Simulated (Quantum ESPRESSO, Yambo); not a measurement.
An input for Yambo 5.3.0 (P (puckered monolayer)):

```
HF_and_locXC
gw0
dyson
ppa
em1d
rim_cut
rim_w
RandQpts= 3000000
RandGvec= 100 RL
CUTGeo= "slab z"
RandGvecW= 9 RL
EXXRLvcs= 36 Ry
VXCRLvcs= 144 Ry
Chimod= "HARTREE"
% BndsRnXp
 1 | 110 |
%
NGsBlkXp= 9.5 Ry
% LongDrXp
 1 | 1 | 0 |
%
% GbndRnge
 1 | 110 |
%
DysSolver= "n"
ExtendOut
PPAPntXp= 27.21138 eV
% QPkrange
 1 | 12 | 7 | 14 |
%
```

```sh
OMP_NUM_THREADS=1 mpirun -n 4 yambo -F gw1.in -J gw1 -C gw1 > gw1.log
```

The stored states that it reads are on a 4×6×1 mesh. The cell holds 4 atoms: 4 P. Cell: a = 4.626 Å, b = 3.304 Å, c = 14.000 Å, α = 90.0°, β = 90.0°, γ = 90.0°. Vacuum lies along c.

**Question.** How long will it take on 4 MPI ranks of Arm Neoverse V1, shared host, and how much memory?

It took 25 min; on shared hardware allow 12 min to 50 min. Peak host memory was 2.2 GiB.

The screening grows as filled bands × empty bands × pairs of k points, times the square of the screening basis for the matrix.

[Paths, hosts, dates, memory and timing lines, banners, echoed tables and standing remarks are left out of the program output.]

[Logs are printed without paths, hosts, clocks, repeated set-up lines and the standing remarks that a program may print on its own settings, such as how far it seeks lower states.]

[Runs of the session that timed out or met a known fault of the program may be left out.]

[Hosts, paths, dates, database ids (printed as entryN), source tags and the programs' standing remarks are cut or masked in the printed files.]
